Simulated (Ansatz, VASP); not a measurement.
# One calculation of MgS, two programs

```
CELL_PARAMETERS angstrom
0.00000 2.52360 2.60165
2.52360 0.00000 2.60165
2.52360 2.52360 0.00000
ATOMIC_POSITIONS crystal
Mg 0.00000 0.00000 0.00000
S 0.50000 0.50000 0.50000
```

Change from the starting cell: x and y stretched by -3 %, z held.

Alike in both runs: task single point; functional PBE; k mesh 10 × 10 × 10; occupations fermi-dirac, width 0.03 eV; no spin polarisation.

|  | VASP | Ansatz |
| --- | --- | --- |
| version | VASP 6.6.1 | Ansatz 0.2.0 |
| potentials or method | VASP PAW PBE potentials, release 64 (Mg, S), cutoff 520 eV | all-electron LAPW, scalar-relativistic |

|  | VASP | Ansatz | Ansatz less VASP |
| --- | --- | --- | --- |
| gap on the k mesh at the Fermi level (eV) | 2.77 | 2.78 | +0.008 |
| pressure (GPa) | 6.4 | 6.7 | +0.30 |
| largest component of the traceless stress (GPa) | 2.84 | 2.85 | +0.017 |

Ansatz ran all-electron here, so the differences hold the error of VASP's frozen core and of both bases.

A k mesh can miss the band edges.
